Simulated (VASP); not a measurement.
# SnO2 (Cassiterite) (P4_2/mnm) in VASP: a series of runs, part 3 of 3

VASP 6.6.1. Earlier steps stand in the parts before.

### 5 Phonons, r2SCAN

This run uses another cell than the first one, of 12.13 Å³/atom, 0.994 times its volume.

Contents of POSCAR:

```
SnO2
1.0
    4.7641629669     -0.0000000000      0.0000000000
    0.0000000000      4.7641629669      0.0000000000
    0.0000000000      0.0000000000      3.2076313330
  Sn              O
     2     4
Direct
     0.0000000000000000    0.0000000000000000    1.0000000000000000
     0.5000000000000000    0.5000000000000000    0.5000000000000000
     0.3058506899230404    0.3058506899230404    0.0000000000000000
     0.1941493100769596    0.8058506899230404    0.5000000000000000
     0.6941493100769596    0.6941493100769596    1.0000000000000000
     0.8058506899230404    0.1941493100769596    0.5000000000000000
```

Contents of INCAR.step1:

```
SYSTEM = SnO2
PREC     = Accurate       ! precision mode
ENCUT    = 600            ! plane-wave cutoff, eV
EDIFF    = 1E-8           ! SCF threshold, eV
ISMEAR   = 0              ! smearing method
SIGMA    = 0.03           ! smearing width, eV
LREAL    = .False.        ! projectors in reciprocal space
LASPH    = .True.         ! aspherical terms in the spheres
NELM     = 80             ! most SCF steps
ALGO     = Normal         ! electronic algorithm
ISIF     = 3              ! what is computed and relaxed
LWAVE    = .False.        ! write WAVECAR
LCHARG   = .False.        ! write CHGCAR
METAGGA  = R2SCAN         ! meta-GGA
LMIXTAU  = .True.       
KPAR     = 2            
IBRION   = 2              ! ionic algorithm
NSW      = 40             ! ionic steps
EDIFFG   = -0.002         ! ionic threshold
```

Contents of INCAR.step2:

```
SYSTEM = SnO2
PREC     = Accurate       ! precision mode
ENCUT    = 600            ! plane-wave cutoff, eV
EDIFF    = 1E-8           ! SCF threshold, eV
ISMEAR   = 0              ! smearing method
SIGMA    = 0.03           ! smearing width, eV
LREAL    = .False.        ! projectors in reciprocal space
LASPH    = .True.         ! aspherical terms in the spheres
NELM     = 80             ! most SCF steps
ALGO     = Normal         ! electronic algorithm
ISIF     = 2              ! what is computed and relaxed
LWAVE    = .False.        ! write WAVECAR
LCHARG   = .False.        ! write CHGCAR
METAGGA  = R2SCAN         ! meta-GGA
LMIXTAU  = .True.       
KPAR     = 2            
IBRION   = 6              ! ionic algorithm
NFREE    = 2            
POTIM    = 0.015          ! step
NSW      = 1              ! ionic steps
```

Contents of KPOINTS:

```
regular mesh
0
Gamma
  6 6 8
  0 0 0
```

Potentials or basis: VASP PAW PBE potentials, release 64 (Sn_d, O).

Run with:

```
$ cat potpaw_PBE.64/Sn_d/POTCAR potpaw_PBE.64/O/POTCAR > POTCAR
$ cp INCAR.step1 INCAR
$ mpirun -np 2 vasp_std > vasp.out
$ cp CONTCAR POSCAR
$ cp INCAR.step2 INCAR
$ mpirun -np 2 vasp_std > vasp.out
```

OUTCAR:

```text
SYSTEM = SnO2
   PREC = Accurate
   ENCUT = 600
   EDIFF = 1E-8
   ISMEAR = 0
   LREAL = .False.
   LASPH = .True.
   NELM = 80
   ISIF = 2
   METAGGA = R2SCAN
   IBRION = 6
   NFREE = 2
   POTIM = 0.015
   NSW = 1

 ion  position               nearest neighbor table
   1  0.000  0.000  0.000-   3 2.06   5 2.06   4 2.07   6 2.07   4 2.07   6 2.07   2 3.73   2 3.73
                             2 3.73   2 3.73   2 3.73   2 3.73   2 3.73   2 3.73
   2  0.500  0.500  0.500-   4 2.06   6 2.06   5 2.07   3 2.07   3 2.07   5 2.07   1 3.73   1 3.73
                             1 3.73   1 3.73   1 3.73   1 3.73   1 3.73   1 3.73
   3  0.306  0.306  0.000-   1 2.06   2 2.07   2 2.07
   4  0.194  0.806  0.500-   2 2.06   1 2.07   1 2.07
   5  0.694  0.694  0.000-   1 2.06   2 2.07   2 2.07
   6  0.806  0.194  0.500-   2 2.06   1 2.07   1 2.07

  LATTYP: Found a simple tetragonal cell.
 ALAT       =     4.7642912291
 C/A-ratio  =     0.6731825089

  Lattice vectors:

 A1 = (   4.7642912291,   0.0000000000,   0.0000000000)
 A2 = (   0.0000000000,   4.7642912291,   0.0000000000)
 A3 = (   0.0000000000,   0.0000000000,   3.2072375229)

Analysis of symmetry for initial positions (statically):
=====================================================================
 Subroutine PRICEL returns:
 Original cell was already a primitive cell.

 Routine SETGRP: Setting up the symmetry group for a
 simple tetragonal supercell.

 Subroutine GETGRP returns: Found 16 space group operations
 (whereof  8 operations were pure point group operations)
 out of a pool of 16 trial point group operations.

The static configuration has the point symmetry D_2h.
 The point group associated with its full space group is D_4h.

Analysis of symmetry for dynamics (positions and initial velocities):
=====================================================================
 Subroutine PRICEL returns:
 Original cell was already a primitive cell.

 Routine SETGRP: Setting up the symmetry group for a
 simple tetragonal supercell.

 Subroutine GETGRP returns: Found 16 space group operations
 (whereof  8 operations were pure point group operations)
 out of a pool of 16 trial point group operations.

The dynamic configuration has the point symmetry D_2h.
 The point group associated with its full space group is D_4h.

 Subroutine INISYM returns: Found 16 space group operations
 (whereof  8 operations are pure point group operations),
 and found     1 'primitive' translations

----------------------------------------------------------------------------------------

                                     Primitive cell

  volume of cell :      72.7994

  direct lattice vectors                    reciprocal lattice vectors
     4.764291229  0.000000000  0.000000000     0.209894810  0.000000000  0.000000000
     0.000000000  4.764291229  0.000000000     0.000000000  0.209894810  0.000000000
[... 128 lines left out ...]
  volume of cell :       72.80
 maximum number of plane-waves:      2453
 NGX is ok and might be reduce to    40
   NGX = 19   NGY = 19   NGZ = 13

--------------------------------------- Ionic step        1  -------------------------------------------

 number of electron      52.0000006 magnetization

 Free energy of the ion-electron system (eV)
  ---------------------------------------------------
  ext. energy  EPLUGINS =         0.00000000
  ---------------------------------------------------
  free energy    TOTEN  =       -84.64617569 eV

  energy without entropy =      -84.64617569  energy(sigma->0) =      -84.64617569

------------------------ aborting loop because EDIFF is reached ----------------------------------------

  FORCE on cell =-STRESS in cart. coord.  units (eV):
  Direction    XX          YY          ZZ          XY          YZ          ZX
  --------------------------------------------------------------------------------------
  -------------------------------------------------------------------------------------
  Total        0.0066216      0.0066216      0.0060271     -0.0000000      0.0000000      0.0000000
  in kB        0.1457288      0.1457288      0.1326456     -0.0000000      0.0000000      0.0000000
  external PRESSURE =       0.1413677 kB  Pullay stress =       0.0000000 kB
[... 307 lines left out ...]
--------------------------------------- Ionic step        9  -------------------------------------------

 number of electron      52.0000007 magnetization

 Free energy of the ion-electron system (eV)
  ---------------------------------------------------
  ext. energy  EPLUGINS =         0.00000000
  ---------------------------------------------------
  free energy    TOTEN  =       -84.64467517 eV

  energy without entropy =      -84.64467517  energy(sigma->0) =      -84.64467517

 E-fermi :   5.6635     XC(G=0): -11.9471

 val. band max:        5.5117639350   @ k =   0.0000   0.0000   0.0000
 cond. band min:       7.2561444534   @ k =   0.0000   0.0000   0.0000
 fundamental gap:      1.7443805184
 Fermi energy:         5.6634748664

 k-point     1 :       0.0000    0.0000    0.0000
  band No.  band energies     occupation
      1     -16.2175      2.00000
      2     -15.3089      2.00000
      3     -15.0228      2.00000
      4     -15.0219      2.00000
      5     -15.0007      2.00000
      6     -14.9621      2.00000
[... 805 lines left out ...]
     30      15.0191      0.00000
     31      15.8563      0.00000

 [... further k-points ...]
[... 5 lines left out ...]
  --------------------------------------------------------------------------------------
  -------------------------------------------------------------------------------------
  Total        0.0105365      0.0105365      0.0103384      0.0025498     -0.0793242     -0.0793275
  in kB        0.2318887      0.2318887      0.2275297      0.0561166     -1.7457770     -1.7458482
  external PRESSURE =       0.2304357 kB  Pullay stress =       0.0000000 kB
[... 21 lines left out ...]
  FREE ENERGIE OF THE ION-ELECTRON SYSTEM (eV)
  ---------------------------------------------------
  free  energy   TOTEN  =       -84.6446751654 eV

  energy  without entropy=      -84.6446751654  energy(sigma->0) =      -84.64467517

 INTERNAL STRAIN TENSORS FROM DISPLACED ATOMS
 ============================================

 INTERNAL STRAIN TENSOR FOR ION    1 for displacements in x,y,z  (eV/Angst):
          X           Y           Z          XY          YZ          ZX
  --------------------------------------------------------------------------------
  x     0.00000     0.00000     0.00000     0.00000     0.00000     0.00000
  y     0.00000     0.00000     0.00000     0.00000     0.00000     0.00000
  z     0.00000     0.00000     0.00000     0.00000     0.00000     0.00000

 INTERNAL STRAIN TENSOR FOR ION    6 for displacements in x,y,z  (eV/Angst):
          X           Y           Z          XY          YZ          ZX
  --------------------------------------------------------------------------------
  x     1.81229     0.74273     4.88067     2.25004     0.00000     0.00000
  y    -0.74273    -1.81229    -4.88067    -2.25016     0.00000     0.00000
  z     0.00000     0.00000     0.00000     0.00000    -5.28726     5.28747

 Eigenvectors and eigenvalues of the dynamical matrix
 ----------------------------------------------------

   1 f  =   22.950416 THz   144.201715 2PiTHz  765.543465 cm-1    94.915250 meV
             X         Y         Z           dx          dy          dz
      0.000000  0.000000  0.000000    -0.000000   -0.000000    0.000000
      2.382146  2.382146  1.603619    -0.000000   -0.000000    0.000000
      1.457156  1.457156  0.000000     0.353553    0.353553   -0.000000
      0.924990  3.839301  1.603619     0.353553   -0.353553   -0.000000
      3.307135  3.307135  0.000000    -0.353553   -0.353553    0.000000
      3.839301  0.924990  1.603619    -0.353553    0.353553   -0.000000
[... 145 lines left out ...]
  18 f/i=    0.071501 THz     0.449251 2PiTHz    2.385002 cm-1     0.295702 meV
             X         Y         Z           dx          dy          dz
      0.000000  0.000000  0.000000    -0.510014    0.362890   -0.000000
      2.382146  2.382146  1.603619    -0.508858    0.361264   -0.000000
      1.457156  1.457156  0.000000    -0.192005    0.137442   -0.000000
      0.924990  3.839301  1.603619    -0.189200    0.133495   -0.000000
      3.307135  3.307135  0.000000    -0.192005    0.137442   -0.000000
      3.839301  0.924990  1.603619    -0.189200    0.133495   -0.000000

 ELASTIC MODULI CONTR FROM IONIC RELAXATION (kBar)
 Direction    XX          YY          ZZ          XY          YZ          ZX
 --------------------------------------------------------------------------------
 XX         -73.8401     49.2085    -47.0521     -0.0000      0.0000     -0.0000
 YY          49.2085    -73.8401    -47.0521     -0.0000      0.0000      0.0000
 ZZ         -47.0521    -47.0521   -179.7605     -0.0000      0.0000      0.0000
 XY           0.0000     -0.0000      0.0000    -25.8511      0.0000      0.0000
 YZ           0.0000      0.0000      0.0000      0.0000   -190.1783      0.0000
 ZX          -0.0000      0.0000      0.0000      0.0000      0.0000   -190.1938
 --------------------------------------------------------------------------------
```

It took 45 min on 2 MPI ranks of AMD EPYC 9R45 (Zen 5), shared host; peak memory 0.46 GiB.

What came out:

```yaml
Highest_phonon_frequency_at_Γ_LO-TO_splitting_left_out: 766 cm⁻¹
```

Phonon frequencies in cm⁻¹ (negative: imaginary):
| q point | frequencies |
| --- | --- |
| (0.000, 0.000, 0.000) | -2 -2 0 118 152 242 242 287 287 373 464 469 469 567 605 605 630 766 |

Caveat: the PAW data sets were made with another functional, which shifts forces and pressure a little.
